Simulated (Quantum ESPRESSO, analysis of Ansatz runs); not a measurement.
# Migration in In2O3 (R-3c): V_O hop (3.0 Å), charge 0 (Quantum ESPRESSO)

Wanted: path and barrier of a jump of O in In2O3 (R-3c) at charge 0. The case: V_O hop (3.0 Å), in a cell of 80 host atoms with 1 O taken out.

Main program and level: Quantum ESPRESSO 7.5; Quantum ESPRESSO plane-wave DFT, PBEsol, GBRV 1.5 PBEsol potentials; nudged elastic band between two relaxed defect structures.

### 1. The structure

The cell holds 79 atoms: 32 In and 47 O. Its edges and angles: a = 11.552 Å, b = 11.552 Å, c = 11.552 Å, α = 56.8°, β = 56.8°, γ = 56.8°. It derives from In2O3 (space group R-3c). Nearest the centre at fractional (0.500, 0.500, 0.750): O38 at 1.45 Å, In12 at 1.60 Å, In73 at 1.63 Å, O58 at 2.57 Å, O37 at 2.57 Å, O59 at 2.89 Å, O36 at 2.90 Å, In72 at 3.19 Å.

The cell's shortest repeat is 11.0 Å.

### 2. Relaxation of the start point, charge 0

The ends come first: from an unrelaxed start the top is counted from too high an energy, and the barrier comes out too low. Small random displacements break the symmetry of the ideal sites, so that the defect can distort if it gains by it.

Contents of pw.in:

```
&CONTROL
  calculation = 'relax'
  prefix = 'pwscf'
  outdir = './tmp'
  pseudo_dir = './pseudo'
  tprnfor = .true.
  disk_io = 'low'
  nstep = 70
  forc_conv_thr = 0.00078
  etot_conv_thr = 0.0001
/
&SYSTEM
  ibrav = 0
  nat = 79
  ntyp = 2
  ecutwfc = 36
  ecutrho = 288
  nbnd = 353
  occupations = 'fixed'
  nosym = .true.
/
&ELECTRONS
  conv_thr = 8d-08
  electron_maxstep = 100
  mixing_beta = 0.5
/
&IONS
  ion_dynamics = 'bfgs'
/
ATOMIC_SPECIES
In   114.8180 in_pbesol_v1.4.uspp.F.UPF
O     15.9990 o_pbesol_v1.2.uspp.F.UPF
CELL_PARAMETERS angstrom
   5.4978745703    3.1741994431    9.6511633505
  -5.4978745703    3.1741994431    9.6511633505
   0.0000000000   -6.3483986861    9.6511633503
ATOMIC_POSITIONS crystal
In     0.3216695629    0.3216530078    0.3181794761
In     0.4258352123    0.4292859921    0.4290862919
In     0.1800340376    0.1798043797    0.1754872345
In     0.0705654166    0.0744689180    0.0698483624
O      0.0216919770    0.3730962419    0.2301147274
O      0.3745607087    0.2241792736    0.0253603287
O      0.2239185437    0.0234054801    0.3757316433
O      0.4752290977    0.1241846887    0.2762263175
O      0.2720031440    0.4757013317    0.1242015918
O      0.1224146026    0.2757155750    0.4775071823
In     0.3180377530    0.3224835514    0.8214627896
In     0.4279187314    0.4307489530    0.9261189692
In     0.1794587797    0.1796261802    0.6756001067
In     0.0708198142    0.0744147002    0.5695384938
O      0.0219908525    0.3776597141    0.7276561297
O      0.3734531986    0.2302307771    0.5215251796
O      0.2279985218    0.0255283473    0.8725333900
O      0.4750996396    0.1279913678    0.7732539582
O      0.2736727668    0.4791567558    0.6218799301
O      0.1269645988    0.2728340685    0.9739828662
In     0.3211174439    0.8189925292    0.3242520841
In     0.4255378859    0.9303886488    0.4300131241
In     0.1802649573    0.6777723237    0.1762680043
In     0.0697669360    0.5717022893    0.0693701595
O      0.0228965418    0.8767964221    0.2282161077
O      0.3761606336    0.7237399245    0.0237475328
O      0.2278132475    0.5246289026    0.3717274211
O      0.4761897911    0.6276183807    0.2704109604
O      0.2709445137    0.9759324091    0.1280914245
O      0.1259255122    0.7756260720    0.4748899887
In     0.3220473919    0.8222229986    0.8179250842
In     0.4316802013    0.9269080968    0.9293153586
In     0.1766043969    0.6798756620    0.6774792042
In     0.0681003010    0.5730448244    0.5712131448
O      0.0242827682    0.8759279286    0.7237118478
O      0.3739432353    0.7301068216    0.5228158518
O      0.2269148776    0.5241567870    0.8768282214
O      0.4767666168    0.6223022443    0.7757189153
O      0.2717895015    0.9756487576    0.6283050620
O      0.1245347261    0.7760880790    0.9748342786
In     0.8198716593    0.3190719857    0.3240550215
In     0.9258488446    0.4305387091    0.4304939982
In     0.6766174185    0.1806498686    0.1772446669
In     0.5723200904    0.0693199425    0.0737229664
O      0.5225941995    0.3742524127    0.2301097157
O      0.8774139159    0.2240767707    0.0229296901
O      0.7264538535    0.0230077609    0.3778494499
O      0.9745419168    0.1256010381    0.2722954280
O      0.7717080588    0.4775438545    0.1278061650
O      0.6261397423    0.2749810313    0.4739215670
In     0.8180547279    0.3220426602    0.8216734795
In     0.9269668451    0.4268764524    0.9306126162
In     0.6773556741    0.1806270969    0.6806495500
In     0.5687736563    0.0716033097    0.5740367898
O      0.8756553152    0.2238986490    0.5251274008
O      0.7251592283    0.0228384885    0.8781387378
O      0.9760514657    0.1242024365    0.7716530741
O      0.7733196910    0.4739084573    0.6271547166
O      0.6233222043    0.2741576655    0.9794791296
In     0.8195644788    0.8242866324    0.3195733229
In     0.9273332340    0.9299447408    0.4312431648
In     0.6757285945    0.6805953514    0.1802764591
In     0.5745145273    0.5699678202    0.0699636248
O      0.5214380924    0.8751947973    0.2300356767
O      0.8776650731    0.7249616747    0.0238813690
O      0.7300159504    0.5230717407    0.3738653684
O      0.9769445804    0.6261607036    0.2699708337
O      0.7760316363    0.9765133645    0.1245079390
O      0.6273652615    0.7714843085    0.4748093561
In     0.8191513284    0.8234715454    0.8195015390
In     0.9285743203    0.9286109917    0.9264429155
In     0.6763051285    0.6817198592    0.6784362186
In     0.5695249466    0.5710222874    0.5700703267
O      0.5199929510    0.8765833416    0.7267514930
O      0.8728199512    0.7300502193    0.5220189078
O      0.7261175707    0.5203146675    0.8769388826
O      0.9741145359    0.6261345098    0.7752009012
O      0.7716590084    0.9803152690    0.6241677010
O      0.6266268019    0.7703800249    0.9790492903
K_POINTS gamma
```

Launch:

```sh
OMP_NUM_THREADS=1 mpirun -n 4 pw.x -in pw.in > pw.out
```

Log:

```text
[shortened: banners, details of potentials and solvers, and blank lines are left out]
     gamma-point specific algorithms are used
     one sub-group per band group will be used
     scalapack distributed-memory algorithm (size of sub-group:  2*  2 procs)
     bravais-lattice index     =            0
     lattice parameter (alat)  =      21.8300  a.u.
     unit-cell volume          =    6819.5630 (a.u.)^3
     number of atoms/cell      =           79
     number of atomic types    =            2
     number of electrons       =       698.00
     number of Kohn-Sham states=          353
     kinetic-energy cutoff     =      36.0000  Ry
     charge density cutoff     =     288.0000  Ry
     scf convergence threshold =      8.0E-08
     mixing beta               =       0.5000
     number of iterations used =            8  plain     mixing
     energy convergence thresh.=      1.0E-04
     force convergence thresh. =      7.8E-04
     Exchange-correlation= SLA  PW   PSX  PSC
                           (   1   4  10   8   0   0   0)
     nstep                     =           70
     crystal axes: (cart. coord. in units of alat)
               a(1) = (   0.475927   0.274777   0.835459 )
               a(2) = (  -0.475927   0.274777   0.835459 )
               a(3) = (   0.000000  -0.549553   0.835459 )
     PseudoPot. # 1 for In read from file:
     in_pbesol_v1.4.uspp.F.UPF
     Pseudo is Ultrasoft + core correction, Zval = 13.0
[...]
PseudoPot. # 2 for O  read from file:
     o_pbesol_v1.2.uspp.F.UPF
     Pseudo is Ultrasoft + core correction, Zval =  6.0
[...]
atomic species   valence    mass     pseudopotential
     In               13.00   114.81800     In( 1.00)
     O                 6.00    15.99900     O ( 1.00)
     No symmetry found
     site n.     atom                  positions (alat units)
         1        In     tau(   1) = (   0.0000079   0.0019134   0.8032954  )
         2        In     tau(   2) = (  -0.0016423  -0.0008384   1.0729025  )
         3        In     tau(   3) = (   0.0001093   0.0024356   0.4472426  )
         4        In     tau(   4) = (  -0.0018578   0.0014667   0.1795257  )
         5        O      tau(   5) = (  -0.1672427  -0.0179817   0.5220807  )
         6        O      tau(   6) = (   0.0715706   0.1505828   0.5214101  )
         7        O      tau(   7) = (   0.0954296  -0.1385256   0.5205374  )
         8        O      tau(   8) = (   0.1670715   0.0129038   0.7315613  )
[...]
number of k points=     1
                       cart. coord. in units 2pi/alat
        k(    1) = (   0.0000000   0.0000000   0.0000000), wk =   2.0000000
     Dense  grid:   281435 G-vectors     FFT dimensions: ( 120, 120, 120)
     Smooth grid:    99485 G-vectors     FFT dimensions: (  90,  90,  90)
     starting charge     649.9999, renormalised to     698.0000
     Self-consistent Calculation
     iteration #  1     ecut=    36.00 Ry     beta= 0.50
     total energy              =   -5766.98859690 Ry
     estimated scf accuracy    <      40.24468038 Ry
     iteration #  2     ecut=    36.00 Ry     beta= 0.50
     total energy              =   -5778.13668735 Ry
     estimated scf accuracy    <       4.92615902 Ry
     iteration #  3     ecut=    36.00 Ry     beta= 0.50
     total energy              =   -5778.98974492 Ry
     estimated scf accuracy    <       0.23750397 Ry
[...]
estimated scf accuracy    <       0.00001606 Ry
     iteration # 10     ecut=    36.00 Ry     beta= 0.50
     total energy              =   -5779.00804839 Ry
     estimated scf accuracy    <       0.00000126 Ry
[... 125 further cycles ...]
     iteration #  7     ecut=    36.00 Ry     beta= 0.50
     total energy              =   -5779.08117829 Ry
     estimated scf accuracy    <          2.0E-09 Ry
     iteration #  8     ecut=    36.00 Ry     beta= 0.50
     End of self-consistent calculation
          k = 0.0000 0.0000 0.0000 ( 12405 PWs)   bands (ev):
    -8.8018  -8.4111  -8.3623  -8.3252  -8.3232  -8.3013  -8.2398  -8.2207
    -8.2127  -8.2043  -8.2032  -8.1697  -8.0845  -8.0605  -8.0603  -8.0088
    -7.9321  -7.9254  -7.8928  -7.8856  -7.8698  -7.8565  -7.8282  -7.8081
    -7.8002  -7.7967  -7.7941  -7.7879  -7.7783  -7.7686  -7.7570  -7.7517
    -7.7382  -7.7352  -7.7186  -7.7149  -7.7062  -7.7015  -7.6986  -7.6948
    -7.6910  -7.6450  -7.6383  -7.6059  -7.5661  -7.5363  -7.5330  -3.6328
    -3.6257  -3.6026  -3.5819  -3.5797  -3.5689  -3.5594  -3.5553  -3.5533
    -3.5156  -3.5113  -3.4856  -3.4842  -3.4814  -3.4629  -3.4582  -3.4539
[...]
13.0879
     highest occupied, lowest unoccupied level (ev):     9.6323   11.6851
!    total energy              =   -5779.08117829 Ry
     estimated scf accuracy    <          3.3E-10 Ry
     The total energy is the sum of the following terms:
     one-electron contribution =   -1434.32050045 Ry
     hartree contribution      =    1320.40853925 Ry
     xc contribution           =   -1540.94335463 Ry
     ewald contribution        =   -4124.22586246 Ry
     convergence has been achieved in   8 iterations
     Forces acting on atoms (cartesian axes, Ry/au):
     atom    1 type  1   force =    -0.00015920    0.00029339   -0.00005991
     atom    2 type  1   force =     0.00031031    0.00080210   -0.00056908
     atom    3 type  1   force =     0.00020058   -0.00021031    0.00033967
     atom    4 type  1   force =     0.00050673    0.00020715   -0.00010122
     atom    5 type  2   force =     0.00013844    0.00009223    0.00017849
     atom    6 type  2   force =     0.00029816   -0.00001431    0.00019233
     atom    7 type  2   force =    -0.00046714    0.00000521    0.00009786
     atom    8 type  2   force =     0.00001603    0.00039879    0.00024267
[...]
Total force =     0.004876     Total SCF correction =     0.000067
     Energy error            =      5.5E-05 Ry
     Gradient error          =      9.3E-04 Ry/Bohr
     number of scf cycles    =  16
     number of bfgs steps    =  15
     energy             old  =   -5779.0811231239 Ry
     energy             new  =   -5779.0811782942 Ry
     CASE: energy            _new < energy            _old
     new trust radius        =       0.0052834850 bohr
     new conv_thr            =       0.0000000008 Ry
ATOMIC_POSITIONS (crystal)
In               0.3194626902        0.3212974225        0.3259879371
In               0.4289216741        0.4302206808        0.4284698541
In               0.1788283191        0.1790696749        0.1797590698
In               0.0689182512        0.0715404344        0.0723670658
O                0.0226822368        0.3755544263        0.2265019687
O                0.3783549221        0.2322254374        0.0124823589
O                0.2267250922        0.0235465231        0.3749407435
O                0.4748652256        0.1297654566        0.2688574988
[...]
Self-consistent Calculation
     iteration #  1     ecut=    36.00 Ry     beta= 0.50
     total energy              =   -5779.08120662 Ry
     estimated scf accuracy    <       0.00002227 Ry
     iteration #  2     ecut=    36.00 Ry     beta= 0.50
     total energy              =   -5779.08120991 Ry
     estimated scf accuracy    <       0.00000744 Ry
     iteration #  3     ecut=    36.00 Ry     beta= 0.50
     total energy              =   -5779.08121158 Ry
     estimated scf accuracy    <       0.00000115 Ry
[...]
estimated scf accuracy    <       0.00000004 Ry
     iteration #  6     ecut=    36.00 Ry     beta= 0.50
     total energy              =   -5779.08121176 Ry
     estimated scf accuracy    <          3.9E-09 Ry
     iteration #  7     ecut=    36.00 Ry     beta= 0.50
     total energy              =   -5779.08121176 Ry
     estimated scf accuracy    <          1.3E-09 Ry
     iteration #  8     ecut=    36.00 Ry     beta= 0.50
     End of self-consistent calculation
          k = 0.0000 0.0000 0.0000 ( 12405 PWs)   bands (ev):
    -8.8017  -8.4096  -8.3618  -8.3255  -8.3236  -8.3005  -8.2411  -8.2194
    -8.2131  -8.2035  -8.2031  -8.1699  -8.0848  -8.0602  -8.0596  -8.0061
    -7.9320  -7.9246  -7.8935  -7.8848  -7.8697  -7.8568  -7.8290  -7.8074
    -7.8005  -7.7966  -7.7938  -7.7873  -7.7775  -7.7685  -7.7595  -7.7515
    -7.7389  -7.7350  -7.7188  -7.7173  -7.7068  -7.7016  -7.6993  -7.6955
    -7.6923  -7.6459  -7.6397  -7.6065  -7.5667  -7.5367  -7.5335  -3.6312
    -3.6241  -3.6014  -3.5807  -3.5784  -3.5678  -3.5581  -3.5539  -3.5518
    -3.5147  -3.5101  -3.4844  -3.4836  -3.4802  -3.4618  -3.4571  -3.4530
[...]
13.0902
     highest occupied, lowest unoccupied level (ev):     9.6330   11.6873
!    total energy              =   -5779.08121176 Ry
     estimated scf accuracy    <          2.1E-10 Ry
     The total energy is the sum of the following terms:
     one-electron contribution =   -1434.34259304 Ry
     hartree contribution      =    1320.41940609 Ry
     xc contribution           =   -1540.94384561 Ry
     ewald contribution        =   -4124.21417919 Ry
     convergence has been achieved in   8 iterations
     Forces acting on atoms (cartesian axes, Ry/au):
     atom    1 type  1   force =    -0.00008331    0.00008805   -0.00026600
     atom    2 type  1   force =     0.00030144    0.00044627   -0.00032343
     atom    3 type  1   force =     0.00012991   -0.00036165    0.00049392
     atom    4 type  1   force =     0.00044701    0.00047958    0.00010983
     atom    5 type  2   force =     0.00034046    0.00020908    0.00017153
     atom    6 type  2   force =     0.00008569   -0.00004088    0.00008320
     atom    7 type  2   force =    -0.00069547    0.00006216   -0.00001115
     atom    8 type  2   force =     0.00009856    0.00028916    0.00020768
[...]
Total force =     0.003797     Total SCF correction =     0.000047
     Energy error            =      3.3E-05 Ry
     Gradient error          =      7.0E-04 Ry/Bohr
     bfgs converged in  17 scf cycles and  16 bfgs steps
     (criteria: energy <  1.0E-04 Ry, force <  7.8E-04 Ry/Bohr)
     End of BFGS Geometry Optimization
     Final energy             =   -5779.0812117607 Ry
Begin final coordinates
ATOMIC_POSITIONS (crystal)
In               0.3194626902        0.3212974225        0.3259879371
In               0.4289216741        0.4302206808        0.4284698541
In               0.1788283191        0.1790696749        0.1797590698
In               0.0689182512        0.0715404344        0.0723670658
O                0.0226822368        0.3755544263        0.2265019687
O                0.3783549221        0.2322254374        0.0124823589
O                0.2267250922        0.0235465231        0.3749407435
O                0.4748652256        0.1297654566        0.2688574988
[...]
End final coordinates
   JOB DONE.
```

The job ended after 16 min (4 MPI ranks of Arm Neoverse V2, shared host; peak memory 1.9 GiB).

Relaxation path:

```csv
step,energy less that of the first step (eV)
0,0.0000
1,-0.4650
2,-0.6991
3,-0.8138
4,-0.8722
5,-0.9244
6,-0.9453
7,-0.9593
8,-0.9691
9,-0.9774
10,-0.9837
11,-0.9883
12,-0.9913
13,-0.9931
14,-0.9942
15,-0.9950
16,-0.9954
```

The atoms that moved most (Å):

```csv
atom,dx,dy,dz,length
In53,0.144,0.020,-0.108,0.182
In73,-0.055,0.118,0.113,0.173
In12,-0.046,-0.111,0.106,0.160
O6,-0.023,0.119,-0.010,0.122
In11,-0.031,-0.086,-0.079,0.121
O59,-0.009,0.065,-0.085,0.107
O20,-0.062,-0.083,0.001,0.104
O37,0.086,0.051,-0.013,0.101
```

Neighbours of O38 at the end:

| atom | distance (Å) |
| --- | --- |
| In12 | 2.110 |
| In31 | 2.171 |
| In73 | 2.207 |
| In72 | 2.313 |
| O58 | 2.771 |
| O69 | 2.837 |
| O74 | 2.991 |
| O37 | 2.999 |

Numbers from this step:

```yaml
highest_filled_level: 9.633 eV
lowest_empty_level: 11.69 eV
r_m_s_move_of_the_farther_half_of_the_atoms: 0.02583 Å
largest_move_from_the_ideal_geometry_of_this_structure_a_common_shift_of_the_far_atoms_taken_out: 0.1601 Å
```

The relaxation gained 0.995 eV and ended with a largest force component of 0.018 eV/Å.

[end of part 1 of 3]

[Logs are printed without paths, hosts, clocks, repeated set-up lines and the standing remarks that a program may print on its own settings, such as how far it seeks lower states.]

[Hosts, paths, dates, database ids (printed as entryN), source tags and the programs' standing remarks are cut or masked in the printed files.]
